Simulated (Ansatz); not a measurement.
## MoS$_{2}$: stiffness from a series of strains

```xyz
6
Lattice="3.1610 0.0000 0.0000 -1.5805 2.7375 0.0000 0.0000 0.0000 12.2950" Properties=species:S:1:pos:R:3 pbc="T T T"
Mo    0.0000    1.8250    3.0737
Mo    1.5805    0.9125    9.2212
S     0.0000    1.8250    7.7151
S     1.5805    0.9125    1.5676
S     0.0000    1.8250   10.7274
S     1.5805    0.9125    4.5799
```

Atoms are numbered in the order listed.

The cell comes from COD entry 9007660, which wasn't checked; take it as a given geometry.

Computed with DFT, PBE, all-electron LAPW, scalar-relativistic (Ansatz 0.2.0).

Settings: a Γ-centred 10×10×3 k mesh, Fermi–Dirac smearing of 0.03 eV, basis error target 1 meV/atom, no spin polarisation.

The strain is applied along the Cartesian axes of the cell as listed (the other components stay zero). Fractional coordinates are held (clamped ions).

σ is the change of stress from the unstrained cell, which is at 8.91 GPa; tension is positive, so slopes are stress–strain coefficients at that pressure.

Only quantities that a quadratic follows smoothly over the whole series are listed; rougher ones are left out.

| εzz | σzz (GPa) | σxx (GPa) |
| --- | --- | --- |
| -0.0300 | -10.15 | -3.98 |
| -0.0200 | -6.62 | -2.57 |
| -0.0100 | -3.24 | -1.24 |
| 0.0000 | 0.00 | 0.00 |
| 0.0200 | 6.09 | 2.26 |
| 0.0300 | 8.95 | 3.28 |

Question: Fit the series and read off the stiffness at zero strain.

Answer: Least-squares fits y = p0 + p1 x + p2 x² to the rows give σzz (GPa): p1 = 318, p2 = -670; σxx (GPa): p1 = 121, p2 = -390. So C33 = 318 GPa and C13 = 121 GPa, for these axes.

Question: One run, at εzz = 0.0100, is withheld. Predict its row.

Answer: The fits give 3.12, 1.17; the run gave 3.11, 1.17.
